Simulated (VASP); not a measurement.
Cd:

```
Cd
1.0
    -1.78432    1.78432    1.78432
     1.78432   -1.78432    1.78432
     1.78432    1.78432   -1.78432
Cd
1
Direct
  0.00000 0.00000 0.00000
```

This isn't the form of Cd at room conditions, which is hcp.

- Program: VASP 6.6.1
- Task: relaxation of cell and atoms
- Functional: PBEsol
- Potentials or basis: VASP PAW PBE potentials, release 64 (Cd)
- Cutoff: 600 eV
- k mesh: 10 × 10 × 10
- Occupations: fermi-dirac, width 0.05 eV
- Spin: no spin polarisation

At the start: pressure -2.7 GPa; volume 22.72 Å³/atom.

**Question.** How do energy, volume and symmetry change on relaxing?

**Answer.** Over 3 steps the energy falls by 12.8 meV/atom and the volume is 21.33 Å³/atom (-6.2 %); space group Im-3m (No. 229, to 0.05 Å).

Step by step:
| step | energy change (eV) | largest force (eV/Å) | pressure (GPa) | volume (Å³) |
| --- | --- | --- | --- | --- |
| 1 | 0.0000 | 0.0000 | -2.67 | 22.72 |
| 2 | -0.0125 | 0.0000 | -0.43 | 21.50 |
| 3 | -0.0128 | 0.0000 | 0.01 | 21.33 |

Final structure:
```
Cd
1.0
    -1.74695    1.74695    1.74695
     1.74695   -1.74695    1.74695
     1.74695    1.74695   -1.74695
Cd
1
Cartesian
  0.0000 0.0000 0.0000
```

Caveat: the PAW data sets were made with another functional, which shifts forces and pressure a little.
